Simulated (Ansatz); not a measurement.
# Zn: an elastic constant from a strain scan

Theory: DFT PBE, scalar-relativistic, plane waves, PAW in Ansatz 0.2.0. Cutoff 420 eV, Γ-centred 22×22×22 k-points, Gaussian smearing of 0.15 eV. No spin polarisation. Energies are free energies at this smearing, counted from the undisturbed cell; pressure is positive in compression.

The starting cell (as given, not relaxed at this level; it stands at -0.2 GPa; this bcc form isn't the usual structure):

```
CELL_PARAMETERS angstrom
-1.56904 1.56904 1.56904
1.56904 -1.56904 1.56904
1.56904 1.56904 -1.56904
ATOMIC_POSITIONS crystal
Zn 0.00000 0.00000 0.00000
```

The cell is strained by ε times the Voigt pattern (1, 0, 0, 0, 0, 0) (xx, yy, zz, yz, xz, xy; engineering shear) with fractional coordinates fixed. The cell holds 1 atom in V0 = 15.45 Å³. The stress column is τ = (1/V0) dE/dε, got from the stress tensor σ (compression positive) at each point as −det(1 + εP) σ : P(1 + εP)⁻¹, with P the pattern as a tensor.

```csv
ε,ΔE (meV/atom),τ (GPa)
-0.0400,1.489,-1.036
-0.0300,0.665,-0.686
-0.0200,0.152,-0.383
-0.0100,-0.073,-0.074
0.0000,0.000,0.221
0.0100,0.365,0.549
0.0200,1.084,0.953
0.0300,2.196,1.342
0.0350,2.882,1.496
0.0400,?,?
```

Which combination of elastic constants does this scan measure, and how large is it?

For small ε, τ = τ0 + Kε with K = pᵀCp, which for this pattern is C11 in the cubic axes. The parabola through τ at ε = -0.0100, 0 and 0.0100 has slope K = 31 GPa at zero. The energies per cell, E = NΔE, of the wider pair ε = ±0.0300 give K = 2[E(ε₊)/ε₊ − E(ε₋)/ε₋]/[(ε₊ − ε₋)V0] = 33 GPa, in agreement.

Predict the withheld row at ε = 0.0400 from the harmonic law, and compare.

ΔE = V0(τ0 ε + Kε²/2)/N = 3.255 meV/atom and τ = 1.47 GPa. The calculation gives 3.636 meV/atom and 1.62 GPa: the energy lies 12 % above the harmonic value.

In a metal these slopes depend on the k mesh and the smearing.